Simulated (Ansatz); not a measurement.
Zr at several levels of theory

One geometry, relaxed with PBE, and single points on it; plane waves with PAW potentials in Ansatz, scalar-relativistic unless the row names spin-orbit coupling. No spin polarisation. Meshes are on the primitive cell of 1 atom. Gaps are the least over mesh and band path; pressure is positive in compression. Smearing is Gaussian, 0.10 eV.

Space group Im-3m (No. 229). a = 3.575 Å, b = 3.575 Å, c = 3.575 Å, α = 90.00°, β = 90.00°, γ = 90.00°
| atom | site | symmetry | x | y | z |
| --- | --- | --- | --- | --- | --- |
| Zr | 2a | m-3m | 0.0000 | 0.0000 | 0.0000 |

| level | cutoff (eV) | k mesh | gap (eV) | pressure (GPa) | rough cost with bands (core-min) |
| --- | --- | --- | --- | --- | --- |
| PBE | 420 | 16×16×16 | 0 | 0.0 | 0.2 |

Question: What do r2SCAN, PBE with spin-orbit coupling, PBEsol give on the same cell?

Answer:
```
                       level cutoff (eV) k mesh gap (eV) pressure (GPa) rough cost with bands (core-min)
                      r2SCAN          500  16×16×16         0             0.5                              0.28
PBE with spin-orbit coupling          420  16×16×16         0             0.0                               0.4
                      PBEsol          420  16×16×16         0            -3.9                               0.2
```

This bcc form isn't the element's structure at ambient conditions.